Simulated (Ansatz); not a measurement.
# C (Fd-3m) in Ansatz: convergence with scf exx energy threshold

Aim: find how far scf exx energy threshold must go before the results for C settle, at HSE06. This setting moves, with any that are tied to it; all else stays.

Program: Ansatz 0.2.0. These are calculated values, not measurements. Logs are shortened: lines on timing, memory, paths and dates and some standing lists are left out, and cuts for length are marked.

## Step 1: The crystal as given

It takes space group Fd-3m (No. 227, cubic). Conventional cell: a = 3.567 Å, b = 3.567 Å, c = 3.567 Å, α = 90.00°, β = 90.00°, γ = 90.00°. C (site symmetry -43m) is surrounded by 4 C at 1.54 Å.

This isn't the form of C at room conditions, which is graphite.

## Step 2: With scf exx energy threshold 0.01

Input file input.yaml:

```yaml
crystal:
  lattice:
    - [0.0, 1.78337, 1.78337]
    - [1.78337, 0.0, 1.78337]
    - [1.78337, 1.78337, 0.0]
  atoms:
    - { symbol: C, position: [0.75, 0.75, 0.75] }
    - { symbol: C, position: [0.5, 0.5, 0.5] }
hamiltonian:
  xc: hse06
  pseudopotentials: { kind: paw }
kpoints:
  mp_grid: { grid: [7, 7, 7] }
scf:
  occupations: { method: cold, width: 0.1 }
  exx: { energy_threshold: 0.01 }
output:
  forces: true
  stress: true
  eigenvalues: true
```

Potentials or basis: Ansatz PAW.

Launch:

```bash
$ ansatz run input.yaml --threads 2 --pin off --max-ram 5632MiB --backend cpu --events-out ev --progress --plain --runs-dir out
```

The program printed:

```text
Warning: output.stress: scf.convergence.dr2_threshold = 1e-7 eV (the SCF's general default) is looser than the 2e-10 eV advised for a printed stress (1e-10 eV for each atom of the cell: 2). What an SCF threshold leaves in a stress goes as its square root, and in the free energy as the threshold itself, and one threshold admits the most on a small cell: of the crystals measured, under no hybrid functional and no lock of the moments, on runs that ended without the residual-converged pass, on stresses that held no estimate of that error, the worst erred by over 100 MPa in a component at 1e-7 eV an atom and by under 5 at 1e-10. Set scf.convergence.dr2_threshold to 2e-10 eV or tighter. The threshold is an SCF's pass mark: one that does not reach it within its budget of iterations ends unconverged, or closes short of it on a stop that the run arms, and scf.convergence.dr2_threshold's page says what that costs each kind of run
Warning: output.stress: scf.exx.energy_threshold = 1e-2 eV is looser than the 2e-8 eV advised for a stress under a hybrid functional (1e-8 eV for each atom of the cell: 2). Every SCF of the exchange loop can meet its threshold on dr2 while the loop round them stops early: no threshold on dr2 bounds what that leaves in the stress. Set scf.exx.energy_threshold to 2e-8 eV or tighter. The threshold is the loop's pass mark: a loop that does not reach it within its budget of cycles ends unconverged, and scf.exx.energy_threshold's page has the law
Warning: RAYON_NUM_THREADS=2 ignored (pool sized by the plan → 2); use --threads N
Engine: ansatz 0.2.0, x86_64-unknown-linux-gnu
Pseudopotentials: kind: paw
Pseudopotential: C, paw, valence charge 4, recommended cutoff 420 eV (normal), C.paw.azcp
Functional definition: HSE06
  parameter a = 0.25
  parameter omega = 0.11/bohr
  exchange = pbe_x - a*pbe_x_sr(omega) + a*exact_x_sr(omega)
  correlation = pbe_c
Crystal: 2 atoms, lattice volume = 11.344 Å³
Basis set: ecut = 420 eV, 229 PW (Γ), exchange–correlation on 36×36×36 points (8 copies of the dense FFT grid, shifted against one another)
Bands: 8, of which v1, the nominal top of the filled ones, is band 4 counted from 1 (3 counted from 0)
Symmetry: 48 space group operations
Space group: Fd-3m (ITA 227), of the structure as read, at distance tolerance 2.2e-5 Å
k-points: 20 of 343
Non-local potential: C, projectors of the file, l = 0: 2, l = 1: 2, l = 2: 1
PAW form: soft (Blöchl's): semilocal exchange-correlation on the pseudo side does not see the compensation charge
PAW frozen core: C, regenerated for the run's functional, and the local potential with it (the file was generated under x = pbe(κ = 0.804, μ = 0.2195149727645171), c = pbe(β = 0.06672455060314922))
PAW one-centre angular grid: C, 110 points (default); XC on 64 Gauss nodes
Initial density: superposition of atomic densities (neutral atoms: chi_scale 0, normalization atom), corrected by the library's trained network
Initial wavefunctions: pseudopotential atomic-orbital guess
Functional: x = pbe(κ = 0.804, μ = 0.2195149727645171), c = pbe(β = 0.06672455060314922), warm-up for x = pbe(κ = 0.804, μ = 0.2195149727645171) + 0.25 (exact − pbe) at short range (hse, ω = 0.20786987370883472 Å⁻¹), c = pbe(β = 0.06672455060314922); HSE06 as pw.x's `hse` composes it (authors' and Libxc's form: `xc: wpbeh`)
SCF iter   1: F=—  HF=-501.612788 eV  |F-HF|=—  |Δ(HF+E_count)|=         —  Δρ=1.71e-3  dr2=9.11e-5  ethr=1.77e-3  ⟨swp⟩=2.0  Hψ=1004  notcnv=0
preconditioner: auto → none  [insulator: Δε(μ)=4.277 eV  Ē_g=19.629 eV  σ=0.100 eV  W_gap=1.00  n_scr=0 (ndim 8)  ℏωp=31.2 eV  f_vac=0.000  D(μ)=-0.00/eV (n_scr^D=0)]
SCF iter   2: F=-501.612974 eV  HF=-501.612924 eV  |F-HF|=4.99e-5  |Δ(HF+E_count)|=   1.36e-4  S|Δr|=    0.00e0  Δρ=8.33e-4  dr2=1.77e-5  ethr=1.14e-6  ⟨swp⟩=2.1  Hψ=242  notcnv=0
SCF 1 stopped early in 2 iterations: F = -501.612974 eV  dr2 = 1.77e-5
Initial density: handed on by an earlier stage of this run
Initial wavefunctions: those handed on with the density
Functional: x = pbe(κ = 0.804, μ = 0.2195149727645171) + 0.25 (exact − pbe) at short range (hse, ω = 0.20786987370883472 Å⁻¹), c = pbe(β = 0.06672455060314922); HSE06 as pw.x's `hse` composes it (authors' and Libxc's form: `xc: wpbeh`)
Exchange kernel: α = 0.2500, screened, ω = 0.2079 Å⁻¹, Wigner–Seitz truncation, v(0) = 1037.5513 eV·Å³, q-mesh 7×7×7, nearest image of the exchange supercell L = 17.65 Å, pair-density grid 12×12×12, without the augmentation charges, whose exchange is taken in its separable form by FFT convolution over the k-point mesh (sized by the pseudopotential files, 15×15×15 at the most), smooth part of the exact exchange by density-matrix convolution
Frozen-core exchange: fock
SCF iter   1: F=—  HF=-501.760434 eV  |F-HF|=—  |Δ(HF+E_count)|=         —  Δρ=9.95e-3  dr2=4.64e-3  ethr=2.22e-6  ⟨swp⟩=5.5  Hψ=743  notcnv=0
preconditioner: auto → none  [insulator: Δε(μ)=5.343 eV  Ē_g=22.190 eV  σ=0.100 eV  W_gap=1.00  n_scr=0 (ndim 8)  ℏωp=31.2 eV  f_vac=0.000  D(μ)=-0.00/eV (n_scr^D=0)]
SCF iter   2: F=—  HF=-501.758622 eV  |F-HF|=—  |Δ(HF+E_count)|=   1.81e-3  S|Δr|=    0.00e0  Δρ=4.22e-3  dr2=7.67e-4  ethr=2.22e-6  ⟨swp⟩=3.0  Hψ=320  notcnv=0
SCF iter   3: F=—  HF=-501.760470 eV  |F-HF|=—  |Δ(HF+E_count)|=   1.85e-3  S|Δr|=    0.00e0  Δρ=9.21e-4  dr2=2.86e-5  ethr=2.22e-6  ⟨swp⟩=3.0  Hψ=319  notcnv=0
iter 4 solved again at ethr=1.16e-8 eV; its pass at ethr=3.30e-7 eV (dr2=9.29e-7 eV) is discarded
SCF iter   4: F=—  HF=-501.760460 eV  |F-HF|=—  |Δ(HF+E_count)|=   1.02e-5  S|Δr|=    0.00e0  Δρ=1.63e-4  dr2=2.47e-6  ethr=1.16e-8  ⟨swp⟩=2.7  Hψ=603  notcnv=0
SCF iter   5: F=-501.760475 eV  HF=-501.760475 eV  |F-HF|=2.30e-7  |Δ(HF+E_count)|=   1.51e-5  S|Δr|=    0.00e0  Δρ=7.79e-5  dr2=4.32e-7  ethr=1.14e-8  ⟨swp⟩=3.0  Hψ=329  notcnv=0
SCF 2 stopped early in 5 iterations: F = -501.760475 eV  dr2 = 4.32e-7
hybrid outer 1: dexx = +2.006e-3 eV, tail = 9.84e-6 eV
Exchange kernel: α = 0.2500, screened, ω = 0.2079 Å⁻¹, Wigner–Seitz truncation, v(0) = 1037.5513 eV·Å³, q-mesh 7×7×7, nearest image of the exchange supercell L = 17.65 Å, pair-density grid 12×12×12, without the augmentation charges, whose exchange is taken in its separable form by FFT convolution over the k-point mesh (sized by the pseudopotential files, 15×15×15 at the most), smooth part of the exact exchange by density-matrix convolution
Frozen-core exchange: fock
SCF iter   1: F=—  HF=-501.760521 eV  |F-HF|=—  |Δ(HF+E_count)|=         —  Δρ=7.83e-5  dr2=3.49e-7  ethr=6.15e-7  ⟨swp⟩=3.0  Hψ=395  notcnv=0
preconditioner: auto → none  [insulator: Δε(μ)=5.410 eV  Ē_g=22.199 eV  σ=0.100 eV  W_gap=1.00  n_scr=0 (ndim 8)  ℏωp=31.2 eV  f_vac=0.000  D(μ)=0.00/eV (n_scr^D=0)]
SCF iter   2: F=-501.760520 eV  HF=-501.760520 eV  |F-HF|=4.87e-9  |Δ(HF+E_count)|=   8.56e-8  S|Δr|=    0.00e0  Δρ=1.56e-5  dr2=1.27e-8  ethr=3.56e-9  ⟨swp⟩=3.0  Hψ=303  notcnv=0
SCF 3 converged in 2 iterations: F = -501.760520 eV  dr2 = 1.27e-8
  Residual-converged pass: ⟨swp⟩=2.6  Hψ=258  notcnv=0  max |occ|·‖R‖ = 6.0e-6 eV (tolerance 6.7e-6 eV)  dr2=1.27e-8  dr2_onsite=8.06e-10  max |Δocc| = 0.0e0
hybrid outer 2: dexx = +1.432e-7 eV, tail = 3.10e-8 eV, Δε = 2.29e-3 eV (about 1.32e-4 eV left of the loop's levels)
hybrid SCF converged: 2 outer / 7 inner (+2 warm-up), last move |dexx| = 1.43e-7 eV, tail = 3.10e-8 eV
Stability not checked: this state was not tested for a lower state beside it, because the functional holds exact exchange (a hybrid, or Hartree-Fock), whose exchange loop this test does not read (fock_operator; see scf.lower_state_search)
Free energy (F): -501.760521 eV
Frozen-core exchange: fock
Harris-Foulkes:  -501.760521 eV  (|F-HF|=4.87e-9)
Internal energy: -501.760521 eV  (E = F + TS)
E sigma→0 (E₀):  -501.760521 eV
Fermi energy:    15.471914 eV
Step filling:    the computed levels leave a gap of 5.4104 eV = 54.1 smearing widths at the electron count; against every level under it full and every level over it empty, smearing changes F+E_penalty+E_count by -2.47e-320 meV and its σ→0 estimate by -7.26e-319 meV
--- Per-component energies (eV) ---
  E_band       = 22.832379
  E_kinetic    = 184.021663
  E_local      = -120.655710  (includes V_loc(G=0)·N_el)
  E_nonlocal   = 52.226917
  E_hartree    = 26.462272
  E_xc         = -78.916298
  E_vxc        = -96.965350  (∫ρ·V_xc dr)
  E_exx        = -18.298084  (= α·E_x^exact, valence–valence)
  E_paw        = -198.605497  (= ΣΔE_a)
  E_vpaw       = -12.123158  (= ΣTr[D̂ρ^β])
  E_aug_tail   = 0.000017  (compensation charges beyond the density's cutoff)
  E_ewald      = -347.961363
  E_core_change = -0.034436  (= ΣΔE_core)
  E_smearing   = 0.000000  (= −TS)
  E_closure    = -0.000000  (closes the sum)
  Σ components = -501.760521   (vs F -501.760521, Δ=0.00e0)
--- Forces (eV/Å), atoms counted from 1 ---
  atom   1  C     -0.00000000     0.00000000    -0.00000000
  atom   2  C     -0.00000000     0.00000000    -0.00000000
  max |Σ_I F_I| component: 1.48e-16 eV/Å
--- Stress (GPa, compression-positive) ---
       -8.159911      -0.000000       0.000000
        0.000000      -8.159911      -0.000000
        0.000000       0.000000      -8.159911
  P = ⅓ Tr σ = -8.1599 GPa (-81.599 kbar)
--- Band table (eV; the first three rows and the last of 20) ---
  k-point 0: bands = ["-10.8320", "12.6968", "12.6968", "12.6968", "19.6754", "19.6754", "19.6754", "27.9162"]
  k-point 1: bands = ["-10.2220", "9.4723", "11.8324", "11.8324", "20.8169", "20.8169", "21.2369", "28.4387"]
  k-point 2: bands = ["-8.4175", "4.1498", "10.5046", "10.5046", "22.3201", "22.3201", "22.5317", "29.6133"]
  k-point 19: bands = ["-1.6810", "0.1703", "2.7675", "5.5268", "22.2439", "26.1294", "27.4685", "28.2907"]
```

Wall time 10 s (2 threads of Intel Xeon at 2.50GHz (Skylake/Cascade Lake), shared host); peak memory 0.48 GiB.

Results:

```
Free energy            : -501.7605 eV
Pressure               : -8.2 GPa
Band gap on the k mesh : 5.41 eV, indirect (least direct gap 6.98 eV)
```

## Step 3: With scf exx energy threshold 0.001

Edit input.yaml of step 2 so:

```diff
@@ -15,3 +15,3 @@
   occupations: { method: cold, width: 0.1 }
-  exx: { energy_threshold: 0.01 }
+  exx: { energy_threshold: 0.001 }
 output:
```

Potentials or basis: Ansatz PAW.

Launch:

```bash
$ ansatz run input.yaml --threads 2 --pin off --max-ram 5632MiB --backend cpu --events-out ev --progress --plain --runs-dir out
```

It took 9.4 s on 2 threads of Intel Xeon at 2.50GHz (Skylake/Cascade Lake), shared host; peak memory 0.47 GiB.

Results:

```
Free energy            : -501.7605 eV
Pressure               : -8.2 GPa
Band gap on the k mesh : 5.41 eV, indirect (least direct gap 6.98 eV)
```

## Step 4: With scf exx energy threshold 0.0001

Edit input.yaml of step 3 so:

```diff
@@ -15,3 +15,3 @@
   occupations: { method: cold, width: 0.1 }
-  exx: { energy_threshold: 0.001 }
+  exx: { energy_threshold: 0.0001 }
 output:
```

Launch:

```bash
$ ansatz run input.yaml --threads 2 --pin off --max-ram 5632MiB --backend cpu --events-out ev --progress --plain --runs-dir out
```

It took 9.2 s on 2 threads of Intel Xeon at 2.50GHz (Skylake/Cascade Lake), shared host; peak memory 0.47 GiB.

Results:

```
Free energy            : -501.7605 eV
Pressure               : -8.2 GPa
Band gap on the k mesh : 5.41 eV, indirect (least direct gap 6.98 eV)
```

## Step 5: With scf exx energy threshold 1e-05

Edit input.yaml of step 4 so:

```diff
@@ -15,3 +15,3 @@
   occupations: { method: cold, width: 0.1 }
-  exx: { energy_threshold: 0.0001 }
+  exx: { energy_threshold: 1.0e-05 }
 output:
```

Launch:

```bash
$ ansatz run input.yaml --threads 2 --pin off --max-ram 5632MiB --backend cpu --events-out ev --progress --plain --runs-dir out
```

It took 9.6 s on 2 threads of Intel Xeon at 2.50GHz (Skylake/Cascade Lake), shared host; peak memory 0.48 GiB.

It converged, with:

- Free energy: -501.7605 eV
- Pressure: -8.2 GPa
- Band gap on the k mesh: 5.41 eV, indirect (least direct gap 6.98 eV)

## Step 6: With scf exx energy threshold 1e-06

Edit input.yaml of step 5 so:

```diff
@@ -15,3 +15,3 @@
   occupations: { method: cold, width: 0.1 }
-  exx: { energy_threshold: 1.0e-05 }
+  exx: { energy_threshold: 1.0e-06 }
 output:
```

Potentials or basis: Ansatz PAW.

Launch:

```bash
$ ansatz run input.yaml --threads 2 --pin off --max-ram 5632MiB --backend cpu --events-out ev --progress --plain --runs-dir out
```

Run time: 10 s. Hardware: 2 threads of Intel Xeon at 2.50GHz (Skylake/Cascade Lake), shared host; peak memory 0.47 GiB.

Results (log left out):

| Item | Value |
| --- | --- |
| Free energy | -501.7605 eV |
| Pressure | -8.2 GPa |
| Band gap on the k mesh | 5.41 eV, indirect (least direct gap 6.98 eV) |

## Step 7: With scf exx energy threshold 1e-07

Edit input.yaml of step 6 so:

```diff
@@ -15,3 +15,3 @@
   occupations: { method: cold, width: 0.1 }
-  exx: { energy_threshold: 1.0e-06 }
+  exx: { energy_threshold: 1.0e-07 }
 output:
```

Launch:

```bash
$ ansatz run input.yaml --threads 2 --pin off --max-ram 5632MiB --backend cpu --events-out ev --progress --plain --runs-dir out
```

Run time: 10 s. Hardware: 2 threads of Intel Xeon at 2.50GHz (Skylake/Cascade Lake), shared host; peak memory 0.48 GiB.

Results (log left out):

* Free energy: -501.7605 eV
* Pressure: -8.2 GPa
* Band gap on the k mesh: 5.41 eV, indirect (least direct gap 6.98 eV)

## Step 8: Summary

```csv
scf exx energy threshold,"energy less the tightest run, at zero smearing (meV/atom)",SCF cycles,CPU time (s),peak memory (GiB)
0.01,0.00,9,17,0.48
0.001,0.00,9,16,0.47
0.0001,0.00,9,16,0.47
1e-05,0.00,9,16,0.48
1e-06,0.00,9,17,0.47
1e-07,0.00,11,18,0.48
```

Against the tightest run, the energy stays within 1 meV/atom from 0.01 on. The tightest run that finished is the yardstick and may itself not be fully converged.

Caveats: all runs use coarse meshes; odd divisions of the mesh miss points on the zone boundary, where band edges often lie, so the gap on the mesh can be too wide; the PAW data sets come from PBE, with cores solved anew for the run's functional, which leaves a small shift of forces and pressure; the thresholds are loose for stress.
